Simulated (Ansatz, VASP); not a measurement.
# One calculation of Al, two programs

Contents of POSCAR:

```
Al
1.0
   -1.6089447336      1.6089447336      1.6089447336
    1.6089447336     -1.6089447336      1.6089447336
    1.6089447336      1.6089447336     -1.6089447336
Al
1
Direct
    0.0000000000      0.0000000000      0.0000000000
```

INCAR.step1

```
  PREC = Accurate
  ENCUT = 520
  ISMEAR = 0
  SIGMA = 0.05
  LREAL = False
  LASPH = True
  NELM = 100
  NBANDS = 8
  GGA = PE
  ALGO = Normal
  EDIFF = 1E-4
  LWAVE = True
  LCHARG = False
```

The input INCAR.step2:

```
  PREC = Accurate
  ENCUT = 520
  EDIFF = 1E-6
  ISMEAR = 0
  SIGMA = 0.05
  LREAL = False
  LASPH = True
  NELM = 100
  ALGO = Normal
  ISIF = 2
  LWAVE = False
  LCHARG = False
  METAGGA = R2SCAN
  LMIXTAU = True
  NBANDS = 8
  ISTART = 1
```

The input KPOINTS:

```
regular mesh
0
Gamma
  18 18 18
```

Input for Ansatz:

```yaml
crystal:
  lattice:
    - [-1.6089447336, 1.6089447336, 1.6089447336]
    - [1.6089447336, -1.6089447336, 1.6089447336]
    - [1.6089447336, 1.6089447336, -1.6089447336]
  atoms:
    - { symbol: Al, position: [0.0, 0.0, 0.0] }
basis:
  ecutwfc: 600
  ecutrho_ratio: 5
kpoints:
  mp_grid: { grid: [18, 18, 18] }
hamiltonian:
  xc: r2scan
scf:
  occupations: { method: gaussian, width: 0.05 }
output:
  forces: true
  stress: true
  eigenvalues: true
```

Alike in both runs: task single point; functional r2SCAN; k mesh 18 × 18 × 18; occupations gaussian, width 0.05 eV; no spin polarisation.

|  | VASP | Ansatz |
| --- | --- | --- |
| version | VASP 6.6.1 | Ansatz 0.2.0 |
| potentials or method | VASP PAW PBE potentials, release 64 (Al) | scalar-relativistic, plane waves, PAW |
| plane-wave cutoff (eV) | 520 | 600 |
| valence electrons in the cell | 3 | 3 |

|  | VASP | Ansatz | Ansatz less VASP |
| --- | --- | --- | --- |
| gap on the k mesh at the Fermi level (eV) | none | none | - |
| pressure (GPa) | -2.4 | -2.1 | +0.30 |

A gap of «none» marks a metal or a gap that the smearing closes. With one functional, cell and mesh, what is left measures potentials, basis and numerics.

Caveats: the PAW data sets were made with another functional, which shifts forces and pressure a little (VASP).
